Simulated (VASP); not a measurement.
Runs of VASP 6.6.1 on Ru. The structure is hexagonal, space group P6_3/mmc (No. 194). Conventional cell: a = 2.706 Å, b = 2.706 Å, c = 4.282 Å, α = 90.00°, β = 90.00°, γ = 120.00°. Ru (site symmetry -6m2) is surrounded by 12 Ru at 2.65 to 2.71 Å. 

```csv
task,level,cell,cutoff (eV),gap on the mesh (eV),pressure (GPa),relaxed volume (Å³/atom)
band structure,PW91,as given,520,-,6.2,-
relaxation of cell and atoms,BLYP,relaxed,600,none,0.0,14.45
band structure,revPBE,as given,520,-,(a),-
relaxation of cell and atoms,revPBE,relaxed,600,none,0.0,13.90
```

Alike in all rows: potentials or basis VASP PAW PBE potentials, release 64 (Ru_pv); no spin polarisation; k mesh 11 × 11 × 6; smearing fermi-dirac 0.05 eV.

Question: Estimate the missing entries.

Answer: (a) 7.7.

Caveats: the PAW data sets were made with another functional, which shifts forces and pressure a little.

A k mesh can miss the band edges, and the runs leave out spin-orbit coupling on Ru.

A gap of «none» marks a metal or a gap under the smearing width.
